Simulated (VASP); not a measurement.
BN: Born charges and dielectric tensor with LDA

BN:

```xyz
4
Lattice="2.5246 0.0000 0.0000 -1.2623 2.1864 0.0000 0.0000 0.0000 4.1773" Properties=species:S:1:pos:R:3 pbc="T T T"
B     1.2623    0.7288    4.1761
B     0.0000    1.4576    2.0874
N     1.2623    0.7288    2.6121
N     0.0000    1.4576    0.5234
```

Measurements of this composition are mostly on another form, of space group No. 194.

- Program: VASP 6.6.1
- Task: Born charges and dielectric tensor
- Functional: LDA
- Potentials or basis: VASP PAW LDA potentials, release 64 (B, N)
- Cutoff: 600 eV
- k mesh: 12 × 12 × 6
- Occupations: gaussian, width 0.02 eV
- Spin: no spin polarisation
- Further INCAR settings: ALGO = Fast; EDIFF = 1e-08; IBRION = 8; NSW = 1

| Item | Value |
| --- | --- |
| Band gap on the k mesh | 4.91 eV, indirect (least direct gap 8.27 eV) |
| Electronic dielectric tensor (diagonal) | 4.53, 4.53, 4.68 |
| Born charges (mean of the diagonal) | B +1.84; N -1.84 e |
| Highest phonon frequency at Γ, LO-TO splitting left out | 1135 cm⁻¹ |

Levels at points of the mesh, in eV from the valence-band top:
```
           k point  band 4  band 5  band 6  band 7  band 8  band 9  band 10  band 11  band 12
(0.00, 0.00, 0.00)   -2.19   -2.19   -0.30    0.00    0.00    8.33     8.33     8.62     9.91
(0.50, 0.00, 0.00)   -7.92   -7.04   -5.13   -4.59   -2.17    6.70     7.88    10.59    11.64
(0.50, 0.50, 0.00)   -7.92   -7.04   -5.13   -4.59   -2.17    6.70     7.88    10.59    11.64
(0.00, 0.00, 0.50)   -5.81   -1.21   -1.21   -1.21   -1.21    9.68     9.68     9.92     9.92
(0.50, 0.00, 0.50)  -10.23   -3.88   -3.88   -3.67   -3.67    6.57     6.57    10.13    10.13
(0.50, 0.50, 0.50)  -10.23   -3.88   -3.88   -3.67   -3.67    6.57     6.57    10.13    10.13
```

Phonon frequencies in cm⁻¹ (negative: imaginary):
```
              q point                                    frequencies
(0.000, 0.000, 0.000)  0 0 0 476 476 984 984 986 1048 1081 1082 1135
```

Electronic dielectric tensor:
```
4.53 0.00 0.00
0.00 4.53 0.00
0.00 0.00 4.68
```

Born effective charge tensors (e):
atom 1, B
```
1.81 0.00 0.00
0.00 1.81 0.00
0.00 0.00 1.90
```
atom 2, B
```
1.81 0.00 0.00
0.00 1.81 0.00
0.00 0.00 1.90
```
atom 3, N
```
-1.81  0.00  0.00
 0.00 -1.81  0.00
 0.00  0.00 -1.90
```
atom 4, N
```
-1.81  0.00  0.00
 0.00 -1.81  0.00
 0.00  0.00 -1.90
```

Wall time 13 min on 1 thread of Intel(R) Xeon(R) Platinum 8488C (Sapphire Rapids), with other jobs on the host, peak memory 0.55 GiB.

A k mesh can miss the band edges. LDA gaps usually lie below the measured ones, often by a third to a half.
